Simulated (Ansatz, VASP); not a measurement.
## CdS: VASP beside Ansatz

File INCAR:

```
SYSTEM = CdS
  ALGO = Normal
  EDIFF = 1E-6
  ENCUT = 520
  GGA = PE
  ISIF = 2
  ISMEAR = 0
  LASPH = .TRUE.
  LCHARG = .TRUE.
  LELF = .TRUE.
  LREAL = .FALSE.
  LVHAR = .TRUE.
  LWAVE = .FALSE.
  NBANDS = 16
  NELM = 80
  PREC = Accurate
  SIGMA = 0.05
```

Contents of KPOINTS:

```
k-points
0
G
  8 8 8
  0 0 0
```

Contents of POSCAR:

```
CdS
1.0
   -0.0873000000      2.9100000000      2.9100000000
    2.8227000000      0.0000000000      2.8227000000
    2.9100000000      2.9100000000     -0.0873000000
Cd S
1 1
Direct
    0.0000000000      0.0000000000      0.0000000000
    0.7500000000      0.7500000000      0.7500000000
```

Input for Ansatz:

```yaml
crystal:
  lattice:
    - [-0.0873, 2.91, 2.91]
    - [2.8227, 0.0, 2.8227]
    - [2.91, 2.91, -0.0873]
  atoms:
    - { symbol: Cd, position: [0.0, 0.0, 0.0] }
    - { symbol: S, position: [0.75, 0.75, 0.75] }
basis:
  ecutwfc: 420
kpoints:
  mp_grid: { grid: [8, 8, 8] }
hamiltonian:
  xc: pbe
scf:
  occupations: { method: gaussian, width: 0.05 }
output:
  forces: true
  stress: true
  eigenvalues: true
```

Change from the starting cell: strain -0.0600 x Voigt [0, 0, 0, 0, 1, 0], atoms carried along.

Alike in both runs: task single point; functional PBE; k mesh 8 × 8 × 8; occupations gaussian, width 0.05 eV; no spin polarisation.

```csv
,VASP,Ansatz
version,VASP 6.6.1,Ansatz 0.2.0
potentials or method,"VASP PAW PBE potentials, release 64 (Cd, S)","scalar-relativistic, plane waves, PAW"
plane-wave cutoff (eV),520,420
valence electrons in the cell,18,26
```

```tsv
	VASP	Ansatz	Ansatz less VASP
gap on the k mesh at the Fermi level (eV)	1.05	1.05	-0.003
least direct gap on the mesh (eV)	1.05	1.05	-0.003
pressure (GPa)	4.0	3.6	-0.38
largest component of the traceless stress (GPa)	3.46	3.39	-0.073
rms of the force components (eV/Å)	0.263	0.254	-0.0095
```

Atom by atom the forces differ by 0.010 eV/Å (rms over components). The two sets of potentials don't hold the same shells in valence.
